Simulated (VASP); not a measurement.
The system is TiO.

```
Ti O
1.0
     4.03529    0.00000    0.00000
     0.00000    4.03529    0.00000
     0.00000    0.00000    4.03529
Ti O
3 3
Direct
  0.50000 0.50000 0.00000
  0.00000 0.50000 0.50000
  0.50000 0.00000 0.50000
  0.00000 0.50000 0.00000
  0.50000 0.00000 0.00000
  0.00000 0.00000 0.50000
```

The cell comes from a database or a generator and needn't be the stable form of this composition.

Base run:

| Property | Result |
| --- | --- |
| Program | VASP 6.6.1 |
| Functional | PBEsol |
| Potentials or basis | VASP PAW PBE potentials, release 64 (Ti_sv, O) |
| Cutoff | 700 eV |
| k mesh | 10 × 10 × 10 |
| Occupations | gaussian, width 0.1 eV |
| Spin | no spin polarisation |

Its results: band gap on the k mesh none (metal or under the smearing width); pressure 0.1 GPa.

The run is repeated on the same cell with these changes: functional from PBEsol to r2SCAN; cutoff from 700 eV to 520 eV. What comes out?

Band gap on the k mesh none (metal or under the smearing width); pressure 4.9 GPa.

Caveats: the PAW data sets were made with another functional, which shifts forces and pressure a little; semilocal functionals often make such compounds metallic where correlation or magnetic order opens a gap, which also shifts bond lengths.
